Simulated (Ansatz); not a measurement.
# SiO2: the cost of one run

Program: Ansatz 0.2.0. Level of theory: DFT PBE, scalar-relativistic, plane waves, PAW. These are calculated values, not measurements.

2 further runs of the same task are left out: 2 set aside as unsound or not needed. Runs told in other sessions of the task aren't counted.

## 1. The structure to begin with

Symmetry: P6_422, No. 181, hexagonal system. The conventional cell has a = 5.105 Å, b = 5.105 Å, c = 5.585 Å, α = 90.00°, β = 90.00°, γ = 120.00°. Si (site symmetry 222) has 4 O at 1.62 Å in its first shell of neighbours. O (site symmetry 2) is surrounded by 2 Si at 1.62 Å.

Coordinates:

```cif
data_structure
_symmetry_space_group_name_H-M 'P 1'
_symmetry_Int_Tables_number 1
_cell_length_a 5.1054
_cell_length_b 5.1054
_cell_length_c 5.5850
_cell_angle_alpha 90.000
_cell_angle_beta 90.000
_cell_angle_gamma 120.000
_cell_volume 126.07
loop_
_atom_site_label
_atom_site_type_symbol
_atom_site_fract_x
_atom_site_fract_y
_atom_site_fract_z
_atom_site_occupancy
Si1 Si 0.00000 0.50000 0.33333 1
Si2 Si 0.50000 0.50000 0.66667 1
Si3 Si 0.50000 0.00000 0.00000 1
O1 O 0.58396 0.79198 0.83333 1
O2 O 0.79198 0.58396 0.50000 1
O3 O 0.79198 0.20802 0.16667 1
O4 O 0.41604 0.20802 0.83333 1
O5 O 0.20802 0.41604 0.50000 1
O6 O 0.20802 0.79198 0.16667 1
```

It goes back to an entry of the Materials Project, which need not be the stable form.

This cell was relaxed beforehand with the same method: volume 14.01 Å³/atom, gap on the mesh 5.55 eV.

## 2. The reference cell

The reference gives a free energy of -5322.1924 eV, pressure 0.01 GPa, largest force 0.000 eV/Å and gap on the mesh 5.55 eV. It was computed beforehand with the settings of the runs below.

## 3. Normal modes

Input file input.yaml:

```yaml
crystal:
  lattice:
    - [5.1053779174, 0.0, 0.0]
    - [-2.5526889587, 4.4213869724, 0.0]
    - [0.0, 0.0, 5.5850468291]
  atoms:
    - { symbol: Si, position: [0.0, 0.5, 0.3333333333] }
    - { symbol: Si, position: [0.5, 0.5, 0.6666666667] }
    - { symbol: Si, position: [0.5, 0.0, 0.0] }
    - { symbol: O, position: [0.5839605937, 0.7919802968, 0.8333333333] }
    - { symbol: O, position: [0.7919802968, 0.5839605937, 0.5] }
    - { symbol: O, position: [0.7919802968, 0.2080197032, 0.1666666667] }
    - { symbol: O, position: [0.4160394063, 0.2080197032, 0.8333333333] }
    - { symbol: O, position: [0.2080197032, 0.4160394063, 0.5] }
    - { symbol: O, position: [0.2080197032, 0.7919802968, 0.1666666667] }
basis:
  ecutwfc: 420
kpoints:
  mp_grid: { grid: [6, 6, 4] }
hamiltonian:
  xc: pbe
scf:
  occupations: { method: gaussian, width: 0.05 }
output:
  eigenvalues: true
phonons:
  method: fd
  supercell: [1, 1, 1]
  amplitude: 0.02
  eigenvectors: true
  dielectric: false
```

Launch:

```
$ ansatz run input.yaml --threads 2 --pin off --max-ram 5120MiB --backend cpu --events-out ev --progress --plain --runs-dir out
```

What time and memory should one allow on 2 threads of Arm Neoverse V2, shared host?

About 66 s, with a peak of 0.53 GiB.
